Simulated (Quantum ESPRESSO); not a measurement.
# In in Quantum ESPRESSO: further runs, part 2 of 3

Quantum ESPRESSO 7.5. Earlier steps stand in the parts before.

### 3 Work function, PBE

File pw.in:

```
&CONTROL
  calculation = 'scf'
  prefix = 'pwscf'
  outdir = './tmp'
  pseudo_dir = './pseudo'
  tprnfor = .true.
  disk_io = 'low'
  tefield = .true.
  dipfield = .true.
/
&SYSTEM
  ibrav = 0
  celldm(1) = 8
  nat = 6
  ntyp = 1
  ecutwfc = 28
  nbnd = 51
  occupations = 'smearing'
  smearing = 'fd'
  degauss = 0.00367493
  edir = 3
  emaxpos = 0.9824
  eopreg = 0.0351
  eamp = 0
/
&ELECTRONS
  conv_thr = 6d-09
  electron_maxstep = 150
  mixing_beta = 0.3
  mixing_mode = 'local-TF'
/
ATOMIC_SPECIES
In   114.8180 In.upf
CELL_PARAMETERS alat
  0.7945929533796  -0.0000000000000   0.0000000000000
 -0.3972964766944   0.6881376832975   0.0000000000000
  0.0000000000000   0.0000000000000   6.7320632065220
ATOMIC_POSITIONS crystal
In     0.6666666700    0.3333333400    0.2631612609
In     0.0000000000    0.0000000000    0.3578967565
In     0.3333333300    0.6666666600    0.4526322522
In     0.0000000000    0.0000000000    0.5473677478
In     0.6666666700    0.3333333400    0.6421032435
In     0.0000000000    0.0000000000    0.7368387391
K_POINTS automatic
9 9 1 0 0 0
```

File pp_density.in:

```
&INPUTPP
  prefix = 'pwscf'
  outdir = './tmp'
  filplot = 'density.dat'
  plot_num = 0
/
&PLOT
  nfile = 1
  filepp(1) = 'density.dat'
  iflag = 3
  output_format = 6
  fileout = 'density.cube'
/
```

File pp_potential.in:

```
&INPUTPP
  prefix = 'pwscf'
  outdir = './tmp'
  filplot = 'potential.dat'
  plot_num = 11
/
&PLOT
  nfile = 1
  filepp(1) = 'potential.dat'
  iflag = 3
  output_format = 6
  fileout = 'potential.cube'
/
```

File pp_elf.in:

```
&INPUTPP
  prefix = 'pwscf'
  outdir = './tmp'
  filplot = 'elf.dat'
  plot_num = 8
/
&PLOT
  nfile = 1
  filepp(1) = 'elf.dat'
  iflag = 3
  output_format = 6
  fileout = 'elf.cube'
/
```

Potentials or basis: PseudoDojo 0.4.1 SR PBE standard.

On the command line:

```bash
$ OMP_NUM_THREADS=1 mpirun -n 2 pw.x -nk 2 -in pw.in > pw.out
$ OMP_NUM_THREADS=1 mpirun -n 1 pp.x -in pp_density.in > pp_density.out
$ OMP_NUM_THREADS=1 mpirun -n 1 pp.x -in pp_potential.in > pp_potential.out
$ OMP_NUM_THREADS=1 mpirun -n 1 pp.x -in pp_elf.in > pp_elf.out
```

pw.out:

```text
This program is part of the open-source Quantum ESPRESSO suite
     for quantum simulation of materials; please cite
         "P. Giannozzi et al., J. Phys.:Condens. Matter 21 395502 (2009);
         "P. Giannozzi et al., J. Phys.:Condens. Matter 29 465901 (2017);
         "P. Giannozzi et al., J. Chem. Phys. 152 154105 (2020);
     in publications or presentations arising from this work. More details at

     Presently no symmetry can be used with electric field

     K-points division:     npool     =       2
     Subspace diagonalization in iterative solution of the eigenvalue problem:
     a serial algorithm will be used

     G-vector sticks info
     --------------------
     sticks:   dense  smooth     PW     G-vecs:    dense   smooth      PW
     Sum         313     313    109                37837    37837    7533

     Using Slab Decomposition

     bravais-lattice index     =            0
     lattice parameter (alat)  =       8.0000  a.u.
     unit-cell volume          =    1884.6825 (a.u.)^3
     number of atoms/cell      =            6
     number of atomic types    =            1
     number of electrons       =        78.00
     number of Kohn-Sham states=           51
     kinetic-energy cutoff     =      28.0000  Ry
     charge density cutoff     =     112.0000  Ry
     scf convergence threshold =      6.0E-09
     mixing beta               =       0.3000
     number of iterations used =            8  local-TF  mixing
     Exchange-correlation= PBE
[... 105 lines left out ...]
     Self-consistent Calculation

     iteration #  1     ecut=    28.00 Ry     beta= 0.30
     Davidson diagonalization with overlap
     ethr =  1.00E-02,  avg # of iterations =  4.7

     negative rho (up, down):  4.373E-02 0.000E+00
[... 351 lines left out ...]
        Potential amp.       -0.0018 Ry
        Total length         51.9661 bohr

     End of self-consistent calculation

          k = 0.0000 0.0000 0.0000 (  4783 PWs)   bands (ev):

   -11.0585 -11.0585 -10.9090 -10.7501 -10.7501 -10.7479 -10.6982 -10.6368
   -10.5948 -10.5948 -10.5710 -10.5399 -10.5127 -10.5127 -10.4174 -10.4174
   -10.3883 -10.3883 -10.3623 -10.3623 -10.3326 -10.3326 -10.2848 -10.2848
   -10.0872 -10.0872  -9.9826  -9.9826  -9.9709  -9.9709  -5.1796  -4.8038
    -4.1408  -3.2088  -2.0574  -0.7935   1.6303   3.2222   5.1165   6.9188
     7.6092   8.5499   8.7268  10.5766  10.7163  12.2433  12.2433  12.5307
    12.5307  12.9781  12.9781
[... 393 lines left out ...]
   -10.8978 -10.8470 -10.7258 -10.7003 -10.6272 -10.5992 -10.5295 -10.4858
   -10.4602 -10.4095 -10.4041 -10.3857 -10.3450 -10.3317 -10.2899 -10.2393
   -10.2069 -10.1750 -10.1416 -10.1003 -10.0707 -10.0500 -10.0240  -9.9934
    -9.9799  -9.9582  -9.9409  -9.9233  -9.8932  -9.8787  -2.0667  -1.6939
    -1.0506  -0.1794   0.8243   1.6704   2.7886   2.9638   3.5091   4.1848
     4.9275   5.3074   6.0476   6.3488   7.0790   7.3959   7.8369   7.9750
     8.6435   9.1563   9.6623

     the Fermi energy is     4.1850 ev

!    total energy              =    -777.99529236 Ry
     estimated scf accuracy    <          5.4E-09 Ry
     smearing contrib. (-TS)   =      -0.00337118 Ry
     internal energy E=F+TS    =    -777.99192118 Ry

     The total energy is F=E-TS. E is the sum of the following terms:
     one-electron contribution =   -3923.20491612 Ry
     hartree contribution      =    2005.73677967 Ry
     xc contribution           =    -234.11540580 Ry
     ewald contribution        =    1373.59162103 Ry
     electric field correction =       0.00000004 Ry

     convergence has been achieved in  22 iterations

     Forces acting on atoms (cartesian axes, Ry/au):

     atom    1 type  1   force =    -0.00000002    0.00000005   -0.00114726
     atom    2 type  1   force =    -0.00000018   -0.00000000    0.00542686
     atom    3 type  1   force =    -0.00000005   -0.00000019   -0.00305093
     atom    4 type  1   force =     0.00000014    0.00000019    0.00385999
     atom    5 type  1   force =     0.00000006   -0.00000014   -0.00173867
     atom    6 type  1   force =     0.00000005    0.00000008   -0.00334999

     Total force =     0.008320     Total SCF correction =     0.000445

=------------------------------------------------------------------------------=
   JOB DONE.
=------------------------------------------------------------------------------=
```

pp_density.out:

```text
This program is part of the open-source Quantum ESPRESSO suite
     for quantum simulation of materials; please cite
         "P. Giannozzi et al., J. Phys.:Condens. Matter 21 395502 (2009);
         "P. Giannozzi et al., J. Phys.:Condens. Matter 29 465901 (2017);
         "P. Giannozzi et al., J. Chem. Phys. 152 154105 (2020);
     in publications or presentations arising from this work. More details at

     IMPORTANT: XC functional enforced from input :
     Exchange-correlation= PBE
                           (   1   4   3   4   0   0   0)
     Any further DFT definition will be discarded
     Please, verify this is what you really want

     G-vector sticks info
     --------------------
     sticks:   dense  smooth     PW     G-vecs:    dense   smooth      PW
     Sum         313     313    109                37837    37837    7533

     Using Slab Decomposition

     Adding external electric field

     Computed dipole along edir(3) :
        Dipole                0.0026 Ry au,          0.0065 Debye
        Dipole field          0.0000 Ry au,

        Potential amp.       -0.0018 Ry
        Total length         51.9661 bohr

     Calling punch_plot, plot_num =   0
     Writing data to file  density.dat
     Reading data from file  density.dat

     Writing data to be plotted to file density.cube
     Plot Type: 3D                     Output format: Gaussian cube

=------------------------------------------------------------------------------=
   JOB DONE.
=------------------------------------------------------------------------------=
```

Wall time 3.7 min (2 MPI ranks of Arm Neoverse V1, shared host); peak memory 0.34 GiB.

These settings aren't checked as converged: the numbers below hold their error.

What came out:

```
Free energy                     : -10585.1652 eV
Largest force                   : 0.140 eV/Å
Band gap on the k mesh          : none (metal or under the smearing width)
Dipole across the slab          : 0.01 D
Work function of the upper face : 4.27 eV
Work function of the lower face : 4.30 eV
```

Caveat: the cutoff lies well under what these potentials need, so the values aren't converged.

### 4 Work function, PBE

Changes to pw.in since step 3:

```diff
@@ -15,3 +15,3 @@
   ntyp = 1
-  ecutwfc = 28
+  ecutwfc = 35
   nbnd = 51
```

pp_density.in is that of step 3.

pp_potential.in is that of step 3.

pp_elf.in is that of step 3.

Potentials or basis: PseudoDojo 0.4.1 SR PBE standard.

On the command line:

```bash
$ OMP_NUM_THREADS=1 mpirun -n 2 pw.x -nk 2 -in pw.in > pw.out
$ OMP_NUM_THREADS=1 mpirun -n 1 pp.x -in pp_density.in > pp_density.out
$ OMP_NUM_THREADS=1 mpirun -n 1 pp.x -in pp_potential.in > pp_potential.out
$ OMP_NUM_THREADS=1 mpirun -n 1 pp.x -in pp_elf.in > pp_elf.out
```

pw.out:

```text
This program is part of the open-source Quantum ESPRESSO suite
     for quantum simulation of materials; please cite
         "P. Giannozzi et al., J. Phys.:Condens. Matter 21 395502 (2009);
         "P. Giannozzi et al., J. Phys.:Condens. Matter 29 465901 (2017);
         "P. Giannozzi et al., J. Chem. Phys. 152 154105 (2020);
     in publications or presentations arising from this work. More details at

     Presently no symmetry can be used with electric field

     K-points division:     npool     =       2
     Subspace diagonalization in iterative solution of the eigenvalue problem:
     a serial algorithm will be used

     G-vector sticks info
     --------------------
     sticks:   dense  smooth     PW     G-vecs:    dense   smooth      PW
     Sum         379     379    121                52493    52493    9897

     Using Slab Decomposition

     bravais-lattice index     =            0
     lattice parameter (alat)  =       8.0000  a.u.
     unit-cell volume          =    1884.6825 (a.u.)^3
     number of atoms/cell      =            6
     number of atomic types    =            1
     number of electrons       =        78.00
     number of Kohn-Sham states=           51
     kinetic-energy cutoff     =      35.0000  Ry
     charge density cutoff     =     140.0000  Ry
     scf convergence threshold =      6.0E-09
     mixing beta               =       0.3000
     number of iterations used =            8  local-TF  mixing
     Exchange-correlation= PBE
                           (   1   4   3   4   0   0   0)

     celldm(1)=   8.000000  celldm(2)=   0.000000  celldm(3)=   0.000000
     celldm(4)=   0.000000  celldm(5)=   0.000000  celldm(6)=   0.000000

     crystal axes: (cart. coord. in units of alat)
               a(1) = (   0.794593  -0.000000   0.000000 )
               a(2) = (  -0.397296   0.688138   0.000000 )
               a(3) = (   0.000000   0.000000   6.732063 )

     reciprocal axes: (cart. coord. in units 2 pi/alat)
               b(1) = (  1.258506  0.726599 -0.000000 )
               b(2) = (  0.000000  1.453198 -0.000000 )
               b(3) = ( -0.000000 -0.000000  0.148543 )

     PseudoPot. # 1 for In read from file:
     In.upf
     Pseudo is Norm-conserving + core correction, Zval = 13.0
     Generated using ONCVPSP code by D. R. Hamann
     Using radial grid of 1964 points,  6 beta functions with:
                l(1) =   0
                l(2) =   0
                l(3) =   1
                l(4) =   1
                l(5) =   2
                l(6) =   2

     atomic species   valence    mass     pseudopotential
     In               13.00   114.81800     In( 1.00)

     No symmetry found

   Cartesian axes

     site n.     atom                  positions (alat units)
         1        In     tau(   1) = (   0.3972965   0.2293792   1.7716182  )
         2        In     tau(   2) = (   0.0000000   0.0000000   2.4093836  )
         3        In     tau(   3) = (  -0.0000000   0.4587585   3.0471489  )
         4        In     tau(   4) = (   0.0000000   0.0000000   3.6849143  )
         5        In     tau(   5) = (   0.3972965   0.2293792   4.3226796  )
         6        In     tau(   6) = (   0.0000000   0.0000000   4.9604450  )

     number of k points=    41  Fermi-Dirac smearing, width (Ry)=  0.0037
                       cart. coord. in units 2pi/alat
        k(    1) = (   0.0000000   0.0000000   0.0000000), wk =   0.0246914
        k(    2) = (   0.0000000   0.1614664   0.0000000), wk =   0.0493827
        k(    3) = (   0.0000000   0.3229328   0.0000000), wk =   0.0493827
        k(    4) = (   0.0000000   0.4843992   0.0000000), wk =   0.0493827
        k(    5) = (   0.0000000   0.6458656   0.0000000), wk =   0.0493827
        k(    6) = (   0.1398340   0.0807332   0.0000000), wk =   0.0493827
[... 33 lines left out ...]
        k(   40) = (   0.5593360   0.0000000   0.0000000), wk =   0.0493827
        k(   41) = (   0.5593360   0.1614664   0.0000000), wk =   0.0493827

     Dense  grid:    52493 G-vectors     FFT dimensions: (  24,  24, 216)

     Initial potential from superposition of free atoms

     starting charge      77.9766, renormalised to      78.0000

     negative rho (up, down):  1.290E-02 0.000E+00

     Adding external electric field

     Computed dipole along edir(3) :
        Dipole                0.0000 Ry au,          0.0000 Debye
        Dipole field          0.0000 Ry au,

        Potential amp.       -0.0000 Ry
        Total length         51.9661 bohr

     Starting wfcs are   54 randomized atomic wfcs

     Self-consistent Calculation

     iteration #  1     ecut=    35.00 Ry     beta= 0.30
     Davidson diagonalization with overlap
     ethr =  1.00E-02,  avg # of iterations =  4.5

     negative rho (up, down):  7.325E-03 0.000E+00
[... 269 lines left out ...]
        Potential amp.       -0.0015 Ry
        Total length         51.9661 bohr

     End of self-consistent calculation

          k = 0.0000 0.0000 0.0000 (  6467 PWs)   bands (ev):

   -10.5685 -10.5474 -10.5474 -10.5424 -10.5031 -10.5020 -10.5020 -10.4916
   -10.4522 -10.4522 -10.4351 -10.4351 -10.4229 -10.4202 -10.4202 -10.3994
   -10.3994 -10.3881 -10.3881 -10.3728 -10.3728 -10.3660 -10.3660 -10.3471
   -10.3431 -10.3431 -10.2978 -10.2978 -10.2718 -10.2718  -5.1243  -4.7439
    -4.0755  -3.1401  -1.9799  -0.6847   1.6085   3.2280   5.1136   6.8815
     7.5927   8.5349   8.7048  10.5704  10.7003  12.3782  12.3782  12.6674
    12.6674  13.1171  13.1171
[... 393 lines left out ...]
   -10.6929 -10.6838 -10.6682 -10.6440 -10.6217 -10.6044 -10.5844 -10.5631
   -10.5605 -10.5386 -10.5231 -10.5118 -10.5040 -10.4929 -10.4837 -10.4726
   -10.4600 -10.4466 -10.4442 -10.4338 -10.4216 -10.4135 -10.4068 -10.3948
   -10.3857 -10.3777 -10.3676 -10.3504 -10.3384 -10.3280  -2.0114  -1.6313
    -0.9783  -0.0927   0.9428   1.8436   2.7673   2.9557   3.5201   4.2192
     4.9213   5.3506   6.1173   6.3666   7.0662   7.3617   7.8300   7.9538
     8.6371   9.1290   9.6601

     the Fermi energy is     4.2044 ev

!    total energy              =    -790.99538375 Ry
     estimated scf accuracy    <          3.2E-09 Ry
     smearing contrib. (-TS)   =      -0.00328809 Ry
     internal energy E=F+TS    =    -790.99209567 Ry

     The total energy is F=E-TS. E is the sum of the following terms:
     one-electron contribution =   -3944.09238331 Ry
     hartree contribution      =    2017.67378979 Ry
     xc contribution           =    -238.16512321 Ry
     ewald contribution        =    1373.59162102 Ry
     electric field correction =       0.00000003 Ry

     convergence has been achieved in  17 iterations

     Forces acting on atoms (cartesian axes, Ry/au):

     atom    1 type  1   force =    -0.00000007    0.00000007   -0.01039724
     atom    2 type  1   force =    -0.00000019    0.00000009    0.00340157
     atom    3 type  1   force =     0.00000024   -0.00000021   -0.00273903
     atom    4 type  1   force =     0.00000030    0.00000017    0.00380705
     atom    5 type  1   force =    -0.00000029   -0.00000024   -0.00048869
     atom    6 type  1   force =     0.00000001    0.00000012    0.00641634

     Total force =     0.013531     Total SCF correction =     0.000216

=------------------------------------------------------------------------------=
   JOB DONE.
=------------------------------------------------------------------------------=
```

pp_density.out:

```text
This program is part of the open-source Quantum ESPRESSO suite
     for quantum simulation of materials; please cite
         "P. Giannozzi et al., J. Phys.:Condens. Matter 21 395502 (2009);
         "P. Giannozzi et al., J. Phys.:Condens. Matter 29 465901 (2017);
         "P. Giannozzi et al., J. Chem. Phys. 152 154105 (2020);
     in publications or presentations arising from this work. More details at

     IMPORTANT: XC functional enforced from input :
     Exchange-correlation= PBE
                           (   1   4   3   4   0   0   0)
     Any further DFT definition will be discarded
     Please, verify this is what you really want

     G-vector sticks info
     --------------------
     sticks:   dense  smooth     PW     G-vecs:    dense   smooth      PW
     Sum         379     379    121                52493    52493    9897

     Using Slab Decomposition

     Adding external electric field

     Computed dipole along edir(3) :
        Dipole                0.0021 Ry au,          0.0054 Debye
        Dipole field          0.0000 Ry au,

        Potential amp.       -0.0015 Ry
        Total length         51.9661 bohr

     Calling punch_plot, plot_num =   0
     Writing data to file  density.dat
     Reading data from file  density.dat

     Writing data to be plotted to file density.cube
     Plot Type: 3D                     Output format: Gaussian cube

=------------------------------------------------------------------------------=
   JOB DONE.
=------------------------------------------------------------------------------=
```

pp_potential.out:

```text
This program is part of the open-source Quantum ESPRESSO suite
     for quantum simulation of materials; please cite
         "P. Giannozzi et al., J. Phys.:Condens. Matter 21 395502 (2009);
         "P. Giannozzi et al., J. Phys.:Condens. Matter 29 465901 (2017);
         "P. Giannozzi et al., J. Chem. Phys. 152 154105 (2020);
     in publications or presentations arising from this work. More details at

[... 33 lines left out ...]
     Writing data to file  potential.dat
     Reading data from file  potential.dat

     Writing data to be plotted to file potential.cube
     Plot Type: 3D                     Output format: Gaussian cube

=------------------------------------------------------------------------------=
   JOB DONE.
=------------------------------------------------------------------------------=
```

Wall time 3.7 min (2 MPI ranks of Arm Neoverse V1, shared host); peak memory 0.44 GiB.

The run converged, but some of its settings lie outside the range that counts as converged, so its numbers aren't taken as properties of the slab.

What came out:

```yaml
Free_energy: -10762.0405 eV
Largest_force: 0.267 eV/Å
Band_gap_on_the_k_mesh: none (metal or under the smearing width)
Dipole_across_the_slab: 0.01 D
Work_function_of_the_upper_face: 4.05 eV
Work_function_of_the_lower_face: 4.07 eV
```

Caveat: the cutoff lies well under what these potentials need, so the values aren't converged.

[end of part 2 of 3]
